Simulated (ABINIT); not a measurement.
# BeS (F-43m) in ABINIT: equation of state

Aim: energy against volume of BeS in PBE, for its equilibrium volume and stiffness.

Program: ABINIT 10.8.3 (patched build). These are calculated values, not measurements. Logs are shortened: lines on timing, memory, paths and dates and some standing lists are left out, and cuts for length are marked. The log counts tension as positive stress, the text compression.

## (1) Starting point

It takes space group F-43m (No. 216, cubic). Conventional cell: a = 4.850 Å, b = 4.850 Å, c = 4.850 Å, α = 90.00°, β = 90.00°, γ = 90.00°. S (site symmetry -43m) is surrounded by 4 Be at 2.10 Å. Around Be (site symmetry -43m) lie 4 S at 2.10 Å.

## (2) Equation of state, PBE

run.abi reads:

```
# Datasets: one volume each
ndtset 7
getwfk -1
scalecart1 3*0.9795861087
scalecart2 3*0.9864848297
scalecart3 3*0.9932883884
scalecart4 3*1.0000000000
scalecart5 3*1.0066227096
scalecart6 3*1.0131594038
scalecart7 3*1.0196128224

# Pseudopotentials
pp_dirpath "./"
pseudos "S.GGA_PBE-JTH.xml, Be.GGA_PBE-JTH.xml"

# Structure
acell 6.4807550629 6.4807550629 6.4807550629
rprim
     0.0000000000     0.7071067812     0.7071067812
     0.7071067812     0.0000000000     0.7071067812
     0.7071067812     0.7071067812     0.0000000000
ntypat 2
znucl 16 4
natom 2
typat 1 2
xred
     0.7500000000     0.7500000000     0.7500000000
     0.0000000000     0.0000000000     0.0000000000

# Plane-wave basis
ecut 20.0
pawecutdg 40.0

# k points
kptopt 1
ngkpt 9 9 9
nshiftk 1
shiftk 0.0 0.0 0.0

# Exchange and correlation
ixc 11

# Bands and occupations
nband 9
occopt 3
tsmear 0.00183747

# SCF cycle
nstep 100
tolvrs 1.0e-9

# Output
iomode 3
prtwf 1
prtden 0
prteig 0
prtebands 0
enunit 2
```

Potentials or basis: JTH PAW PBE v2.0.

Command:

```
abinit run.abi > log 2>&1
```

run.abo:

```text
.Version 10.8.3 of ABINIT
 DATASET    1 : space group F-4 3 m (#216); Bravais cF (face-center cubic)
================================================================================
 Values of the parameters that define the memory need for DATASET  1.
     intxc =       0    ionmov =       0      iscf =      17    lmnmax =       8
     lnmax =       4     mgfft =      27  mpssoang =       2    mqgrid =    3001
     natom =       2  nloc_mem =       2    nspden =       1   nspinor =       1
    nsppol =       1      nsym =      24    n1xccc =       1    ntypat =       2
    occopt =       3   xclevel =       2
       mpw =         785          nfft =       19683          nkpt =          35
 PAW method is used; the additional fine FFT grid is defined by:
   mgfftf=        40    nfftf =     64000
================================================================================
================================================================================
[... 71 lines left out ...]
 DATASET    7 : space group F-4 3 m (#216); Bravais cF (face-center cubic)
================================================================================
 Values of the parameters that define the memory need for DATASET  7.
     intxc =       0    ionmov =       0      iscf =      17    lmnmax =       8
     lnmax =       4     mgfft =      30  mpssoang =       2    mqgrid =    3001
     natom =       2  nloc_mem =       2    nspden =       1   nspinor =       1
    nsppol =       1      nsym =      24    n1xccc =       1    ntypat =       2
    occopt =       3   xclevel =       2
       mpw =         891          nfft =       27000          nkpt =          35
 PAW method is used; the additional fine FFT grid is defined by:
   mgfftf=        40    nfftf =     64000
================================================================================
================================================================================

--------------------------------------------------------------------------------
------------- Echo of variables that govern the present computation ------------
--------------------------------------------------------------------------------
 -outvars: echo values of preprocessed input variables --------
            acell      6.4807550629E+00  6.4807550629E+00  6.4807550629E+00 Bohr
              amu      3.20660000E+01  9.01218200E+00
             ecut      2.00000000E+01 Hartree
           enunit           2
           getwfk          -1
              ixc          11
           jdtset        1    2    3    4    5    6    7
         kptrlatt        9    0    0      0    9    0      0    0    9
          kptrlen1     5.71361187E+01
          kptrlen2     5.75384990E+01
          kptrlen3     5.79353288E+01
          kptrlen4     5.83267956E+01
          kptrlen5     5.87130770E+01
          kptrlen6     5.90943414E+01
          kptrlen7     5.94707486E+01
            natom           2
            nband           9
           ndtset           7
            ngfft1         27      27      27
            ngfft2         27      27      27
            ngfft3         27      27      27
            ngfft4         30      30      30
            ngfft5         30      30      30
            ngfft6         30      30      30
            ngfft7         30      30      30
          ngfftdg          40      40      40
             nkpt          35
            nstep         100
             nsym          24
           ntypat           2
           occopt           3
        pawecutdg      4.00000000E+01 Hartree
         pawxcdev           0
           prtden           0
        prtebands           0
           prteig           0
            rprim1     0.0000000000E+00  6.9267198023E-01  6.9267198023E-01
                       6.9267198023E-01  0.0000000000E+00  6.9267198023E-01
                       6.9267198023E-01  6.9267198023E-01  0.0000000000E+00
            rprim2     0.0000000000E+00  6.9755011263E-01  6.9755011263E-01
                       6.9755011263E-01  0.0000000000E+00  6.9755011263E-01
                       6.9755011263E-01  6.9755011263E-01  0.0000000000E+00
            rprim3     0.0000000000E+00  7.0236095512E-01  7.0236095512E-01
                       7.0236095512E-01  0.0000000000E+00  7.0236095512E-01
                       7.0236095512E-01  7.0236095512E-01  0.0000000000E+00
            rprim4     0.0000000000E+00  7.0710678120E-01  7.0710678120E-01
                       7.0710678120E-01  0.0000000000E+00  7.0710678120E-01
                       7.0710678120E-01  7.0710678120E-01  0.0000000000E+00
            rprim5     0.0000000000E+00  7.1178974407E-01  7.1178974407E-01
                       7.1178974407E-01  0.0000000000E+00  7.1178974407E-01
                       7.1178974407E-01  7.1178974407E-01  0.0000000000E+00
            rprim6     0.0000000000E+00  7.1641188486E-01  7.1641188486E-01
                       7.1641188486E-01  0.0000000000E+00  7.1641188486E-01
                       7.1641188486E-01  7.1641188486E-01  0.0000000000E+00
            rprim7     0.0000000000E+00  7.2097514092E-01  7.2097514092E-01
                       7.2097514092E-01  0.0000000000E+00  7.2097514092E-01
                       7.2097514092E-01  7.2097514092E-01  0.0000000000E+00
          spgroup         216
           tolvrs      1.00000000E-09
           tsmear      1.83747000E-03 Hartree
            typat      1  2
           useylm           1
           xangst1     3.5632444680E+00  3.5632444680E+00  3.5632444680E+00
                       0.0000000000E+00  0.0000000000E+00  0.0000000000E+00
           xangst2     3.5883385656E+00  3.5883385656E+00  3.5883385656E+00
                       0.0000000000E+00  0.0000000000E+00  0.0000000000E+00
           xangst3     3.6130865104E+00  3.6130865104E+00  3.6130865104E+00
                       0.0000000000E+00  0.0000000000E+00  0.0000000000E+00
           xangst4     3.6374999976E+00  3.6374999976E+00  3.6374999976E+00
                       0.0000000000E+00  0.0000000000E+00  0.0000000000E+00
           xangst5     3.6615901037E+00  3.6615901037E+00  3.6615901037E+00
                       0.0000000000E+00  0.0000000000E+00  0.0000000000E+00
           xangst6     3.6853673289E+00  3.6853673289E+00  3.6853673289E+00
                       0.0000000000E+00  0.0000000000E+00  0.0000000000E+00
           xangst7     3.7088416390E+00  3.7088416390E+00  3.7088416390E+00
                       0.0000000000E+00  0.0000000000E+00  0.0000000000E+00
            xcart1     6.7335561642E+00  6.7335561642E+00  6.7335561642E+00
                       0.0000000000E+00  0.0000000000E+00  0.0000000000E+00
            xcart2     6.7809771361E+00  6.7809771361E+00  6.7809771361E+00
                       0.0000000000E+00  0.0000000000E+00  0.0000000000E+00
            xcart3     6.8277439739E+00  6.8277439739E+00  6.8277439739E+00
                       0.0000000000E+00  0.0000000000E+00  0.0000000000E+00
            xcart4     6.8738787784E+00  6.8738787784E+00  6.8738787784E+00
                       0.0000000000E+00  0.0000000000E+00  0.0000000000E+00
            xcart5     6.9194024814E+00  6.9194024814E+00  6.9194024814E+00
                       0.0000000000E+00  0.0000000000E+00  0.0000000000E+00
            xcart6     6.9643349249E+00  6.9643349249E+00  6.9643349249E+00
                       0.0000000000E+00  0.0000000000E+00  0.0000000000E+00
            xcart7     7.0086949421E+00  7.0086949421E+00  7.0086949421E+00
                       0.0000000000E+00  0.0000000000E+00  0.0000000000E+00
             xred      7.5000000000E-01  7.5000000000E-01  7.5000000000E-01
                       0.0000000000E+00  0.0000000000E+00  0.0000000000E+00
            znucl       16.00000    4.00000

================================================================================

 chkinp: Checking input parameters for consistency, jdtset=   1.

 chkinp: Checking input parameters for consistency, jdtset=   2.

 chkinp: Checking input parameters for consistency, jdtset=   3.

 chkinp: Checking input parameters for consistency, jdtset=   4.
[... 39 lines left out ...]
 getcut : COMMENT -
  Note that boxcut > 2.2 ; recall that boxcut=Gcut(box)/Gcut(sphere) = 2
  is sufficient for exact treatment of convolution.
  Such a large boxcut is a waste : you could raise ecut
  e.g. ecut=   48.977125 Hartrees makes boxcut=2

--- Pseudopotential description ------------------------------------------------
- pspini: atom type   1  psp file is ./S.GGA_PBE-JTH.xml
 Pseudopotential format is: paw10
 basis_size (lnmax)=  4 (lmn_size=  8), orbitals=   0   0   1   1
 Spheres core radius: rc_sph= 1.90380259
 Shapefunction is SIN type: shapef(r)=[sin(pi*r/rshp)/(pi*r/rshp)]**2
 Radius for shape functions =  1.40128485
 Compensation charge density is not taken into account in XC energy/potential

- pspini: atom type   2  psp file is ./Be.GGA_PBE-JTH.xml
 Pseudopotential format is: paw10
 basis_size (lnmax)=  4 (lmn_size=  8), orbitals=   0   0   1   1
 Spheres core radius: rc_sph= 1.60727588
 Shapefunction is SIN type: shapef(r)=[sin(pi*r/rshp)/(pi*r/rshp)]**2
 Radius for shape functions =  1.40108027
 Compensation charge density is not taken into account in XC energy/potential

   7.24354900E+01                                ecore*ucvol(ha*bohr**3)
--------------------------------------------------------------------------------

[... 7 lines left out ...]

     iter   Etot(hartree)      deltaE(h)  residm     nres2
 ETOT  1  -24.470141184148    -2.447E+01 2.796E+01 2.763E+00
 ETOT  2  -25.174380337028    -7.042E-01 3.738E-02 1.578E+00
 ETOT  3  -25.169873676405     4.507E-03 4.737E-03 2.282E-01
 ETOT  4  -25.169711452542     1.622E-04 1.344E-03 3.478E-02
 ETOT  5  -25.169708642464     2.810E-06 9.308E-04 2.379E-03
 ETOT  6  -25.169713233147    -4.591E-06 8.568E-05 1.060E-04
 ETOT  7  -25.169713150054     8.309E-08 5.482E-05 6.454E-06
 ETOT  8  -25.169713221287    -7.123E-08 4.971E-06 5.132E-07
 ETOT  9  -25.169713222269    -9.827E-10 3.227E-06 8.044E-08
 ETOT 10  -25.169713222081     1.882E-10 2.974E-07 1.411E-09
 ETOT 11  -25.169713222099    -1.820E-11 1.911E-07 3.352E-11
[... 1283 lines left out ...]
 Cartesian components of stress tensor (hartree/bohr^3)
  sigma(1 1)=  1.27186464E-04  sigma(3 2)=  0.00000000E+00
  sigma(2 2)=  1.27186464E-04  sigma(3 1)=  0.00000000E+00
  sigma(3 3)=  1.27186464E-04  sigma(2 1)=  0.00000000E+00

-Cartesian components of stress tensor (GPa)         [Pressure= -3.7420E+00 GPa]
- sigma(1 1)=  3.74195495E+00  sigma(3 2)=  0.00000000E+00
- sigma(2 2)=  3.74195495E+00  sigma(3 1)=  0.00000000E+00
- sigma(3 3)=  3.74195495E+00  sigma(2 1)=  0.00000000E+00

== END DATASET(S) ==============================================================
================================================================================

 -outvars: echo values of variables after computation  --------
            acell      6.4807550629E+00  6.4807550629E+00  6.4807550629E+00 Bohr
           etotal1    -2.5169713222E+01
           etotal2    -2.5170638863E+01
           etotal3    -2.5171248200E+01
           etotal4    -2.5171575669E+01
           etotal5    -2.5171643095E+01
           etotal6    -2.5171477039E+01
           etotal7    -2.5171096580E+01
            fcart1    -0.0000000000E+00 -0.0000000000E+00 -0.0000000000E+00
                      -0.0000000000E+00 -0.0000000000E+00 -0.0000000000E+00
            fcart2     9.2910741063E-30  9.2910741063E-30 -2.0490532244E-29
                      -9.2910741063E-30 -9.2910741063E-30  2.0490532244E-29
            fcart3     1.1594375058E-30  1.1594375058E-30  1.1594375058E-30
                      -1.1594375058E-30 -1.1594375058E-30 -1.1594375058E-30
            fcart4     3.3051490727E-29  3.6723878586E-30 -4.0396266444E-29
                      -3.3051490727E-29 -3.6723878586E-30  4.0396266444E-29
            fcart5    -3.6482267125E-30 -3.6482267125E-30  1.0944680137E-29
                       3.6482267125E-30  3.6482267125E-30 -1.0944680137E-29
            fcart6    -3.6246891109E-30 -3.6246891109E-30  1.0874067333E-29
                       3.6246891109E-30  3.6246891109E-30 -1.0874067333E-29
            fcart7    -6.4163820188E-31 -6.4163820188E-31 -6.4163820188E-31
                       6.4163820188E-31  6.4163820188E-31  6.4163820188E-31
            rprim1     0.0000000000E+00  6.9267198023E-01  6.9267198023E-01
[... 30 lines left out ...]
           strten6     7.4969575480E-05  7.4969575480E-05  7.4969575480E-05
                       0.0000000000E+00  0.0000000000E+00  0.0000000000E+00
           strten7     1.2718646366E-04  1.2718646366E-04  1.2718646366E-04
                       0.0000000000E+00  0.0000000000E+00  0.0000000000E+00
           xangst1     3.5632444680E+00  3.5632444680E+00  3.5632444680E+00
                       0.0000000000E+00  0.0000000000E+00  0.0000000000E+00
           xangst2     3.5883385656E+00  3.5883385656E+00  3.5883385656E+00
                       0.0000000000E+00  0.0000000000E+00  0.0000000000E+00
           xangst3     3.6130865104E+00  3.6130865104E+00  3.6130865104E+00
                       0.0000000000E+00  0.0000000000E+00  0.0000000000E+00
           xangst4     3.6374999976E+00  3.6374999976E+00  3.6374999976E+00
                       0.0000000000E+00  0.0000000000E+00  0.0000000000E+00
           xangst5     3.6615901037E+00  3.6615901037E+00  3.6615901037E+00
                       0.0000000000E+00  0.0000000000E+00  0.0000000000E+00
           xangst6     3.6853673289E+00  3.6853673289E+00  3.6853673289E+00
                       0.0000000000E+00  0.0000000000E+00  0.0000000000E+00
           xangst7     3.7088416390E+00  3.7088416390E+00  3.7088416390E+00
                       0.0000000000E+00  0.0000000000E+00  0.0000000000E+00
             xred      7.5000000000E-01  7.5000000000E-01  7.5000000000E-01
                       0.0000000000E+00  0.0000000000E+00  0.0000000000E+00
 Calculation completed.
```

Wall time 26 s (1 thread of AMD EPYC 9R45 (Zen 5), shared host); peak memory 0.13 GiB.

Results:

```yaml
Equilibrium_volume: 14.48 Å³/atom
Bulk_modulus: 93 GPa
Pressure_derivative_of_the_bulk_modulus: 3.9
```

Energy against volume, from the lowest point:
```
volume (Å³/atom)  energy (meV/atom)
          13.405              26.26
          13.690              13.66
          13.975               5.37
          14.261               0.92
          14.546               0.00
          14.831               2.26
          15.116               7.44
```

Caveat: pressures at fixed basis lie under the slope of the energies.
